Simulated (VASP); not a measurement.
A run of VASP 6.6.1:

Contents of INCAR:

```
SYSTEM = Au
  PREC = Accurate
  ENCUT = 600
  EDIFF = 1E-6
  ISMEAR = 1
  SIGMA = 0.1
  LREAL = .False.
  LASPH = .True.
  NELM = 80
  ALGO = Normal
  ISIF = 3
  LWAVE = .False.
  LCHARG = .False.
  GGA = PS
  IBRION = 2
  NSW = 90
  EDIFFG = -0.01
  KPAR = 2
```

Contents of KPOINTS:

```
regular mesh
0
Gamma
  16 16 16
  0 0 0
```

File POSCAR:

```
Au
1.0
    0.0000000000      2.0350000000      2.0350000000
    2.0350000000      0.0000000000      2.0350000000
    2.0350000000      2.0350000000      0.0000000000
Au
1
Direct
    0.0000000000      0.0000000000      0.0000000000
```

Potentials or basis: VASP PAW PBE potentials, release 64 (Au).

The run is started by

```console
$ cat potpaw_PBE.64/Au/POTCAR > POTCAR
$ mpirun -np 2 vasp_std > vasp.out
```

Hardware: 2 MPI ranks on Intel(R) Xeon(R) 6975P-C (Granite Rapids), on a shared host.

Problem. Estimate the wall time of this run.

Solution. Wall time 8.3 s on 2 MPI ranks on Intel(R) Xeon(R) 6975P-C (Granite Rapids), with other jobs on the host, peak memory 0.16 GiB a rank. Counts: scf iterations 23, k points 145, ion steps 3.
